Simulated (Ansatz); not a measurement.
LDA, PBE, PBEsol and r²SCAN on HfC

```
Hf C
1.0
     0.00000    2.32500    2.32500
     2.32500    0.00000    2.32500
     2.32500    2.32500    0.00000
Hf C
1 1
Direct
  0.50000 0.50000 0.50000
  0.00000 0.00000 0.00000
```

Atoms are numbered in the order listed.

The conventional cell has a = 4.650 Å, b = 4.650 Å, c = 4.650 Å, α = 90.00°, β = 90.00°, γ = 90.00°. Hf (atom 1) has 6 C at 2.33 Å as nearest neighbours. C (atom 2) is surrounded by 6 Hf at 2.33 Å.

The cell is COD entry 1539502, as deposited and not checked against the literature; nothing was relaxed.

No spin–orbit coupling, which matters for the heavy atoms here.

One fixed cell is solved with several functionals by PAW (frozen-core files) in Ansatz 0.2.0, scalar-relativistically. A positive pressure means that the functional wants a larger cell.

The PAW files were made with PBE; their cores are remade for each functional.

Sampling and basis: a Γ-centred 12×12×12 k mesh, Fermi–Dirac smearing of 0.05 eV, cutoff 420 eV, no spin polarisation.

Cutoffs: PBE 420 eV, LDA 420 eV, PBEsol 420 eV, r²SCAN 500 eV.

```csv
setting,P (GPa),"lowest level at Γ above −25 eV, from the valence-band top or, without a gap, the Fermi level (eV)"
PBE,0.23,-12.35
LDA,-11.86,?
PBEsol,-6.51,-12.33
r²SCAN,-1.46,?
```

**Question.** What belongs in the row "r²SCAN", column "lowest level at Γ above −25 eV, from the valence-band top or, without a gap, the Fermi level (eV)"?

**Answer.** -13.11.

**Question.** Fill in "lowest level at Γ above −25 eV, from the valence-band top or, without a gap, the Fermi level (eV)" for the row "LDA".

**Answer.** -12.22.
